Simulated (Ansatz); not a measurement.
Crystal: ZrS2.

```
CELL_PARAMETERS angstrom
3.69138 0.00000 0.00000
-1.84569 3.19683 0.00000
0.00000 0.00000 6.04108
ATOMIC_POSITIONS crystal
Zr 0.00000 0.00000 0.00000
S 0.33333 0.66667 0.23791
S 0.66667 0.33333 0.76209
```

The cell is a database's computed one.

* Program: Ansatz 0.2.0
* Task: single point
* Functional: PBE
* Potentials or basis: Ansatz PAW
* Cutoff: 420 eV (not typed: the program's choice for these potentials)
* k mesh: 8 × 8 × 5
* Occupations: fermi-dirac, width 0.05 eV
* Spin: no spin polarisation

On this cell: pressure 0.5 GPa; largest force 0.044 eV/Å; band gap on the k mesh 1.05 eV, indirect (least direct gap 1.64 eV).

The same run follows on a disturbed copy (atoms moved at random, drawn with an rms of 0.05 Å):

```
CELL_PARAMETERS angstrom
3.69138 0.00000 0.00000
-1.84569 3.19683 0.00000
0.00000 0.00000 6.04108
ATOMIC_POSITIONS crystal
Zr 0.00233 0.00147 0.00065
S 0.32714 0.66818 0.24361
S 0.67227 0.34663 0.75504
```

What changes?

The energy moves by +5.7 meV/atom; pressure -1.4 GPa; largest force 0.444 eV/Å; band gap on the k mesh 0.95 eV, indirect (least direct gap 1.60 eV).

Forces on the atoms (eV/Å):
```
Zr  -0.045  0.047 -0.103
S    0.095  0.095 -0.315
S   -0.050 -0.142  0.418
```

Stress tensor (GPa, compression positive):
```
-1.62 -0.14  0.47
-0.14 -1.20  0.77
 0.47  0.77 -1.35
```

Caveats: odd divisions of the mesh miss points on the zone boundary, where band edges often lie, so the gap on the mesh can be too wide; this functional lacks dispersion, which binds the layers, so the pressure and a relaxed spacing across them are unreliable (some runs).

A k mesh can miss the band edges.
